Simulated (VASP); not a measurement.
Here is a VASP 6.6.1 calculation.

The input INCAR:

```
SYSTEM = CaO
PREC = Accurate
ENCUT = 600
EDIFF = 1E-7
ISMEAR = 0
SIGMA = 0.03
LREAL = .False.
LASPH = .True.
NELM = 80
ALGO = Fast
ISIF = 2
LWAVE = .False.
LCHARG = .False.
GGA = PE
IBRION = 2
NSW = 40
EDIFFG = -0.01
```

File KPOINTS:

```
Automatic mesh
0
Gamma
  10 10 10
  0 0 0
```

File POSCAR:

```
CaO                                     
1.0
    0.0000000000      2.4349495411      2.4349495411
    2.4349495411      0.0000000000      2.4349495411
    2.4349495411      2.4349495411      0.0000000000
  Ca              O             
     1     1
Direct
     0.0000000000000000    0.0000000000000000    0.0000000000000000
     0.5000000000000000    0.5000000000000000    0.5000000000000000
```

Potentials or basis: VASP PAW PBE potentials, release 64 (Ca_sv, O).

Run with:

```sh
$ cat potpaw_PBE.64/Ca_sv/POTCAR potpaw_PBE.64/O/POTCAR > POTCAR
$ mpirun -np 1 vasp_std > vasp.out
```

(1) Estimate the band gap on the k mesh.

## Answers

(1) 3.64 eV, indirect (least direct gap 4.03 eV).

Caveat: the relaxation stopped at its first step, so nothing moved.
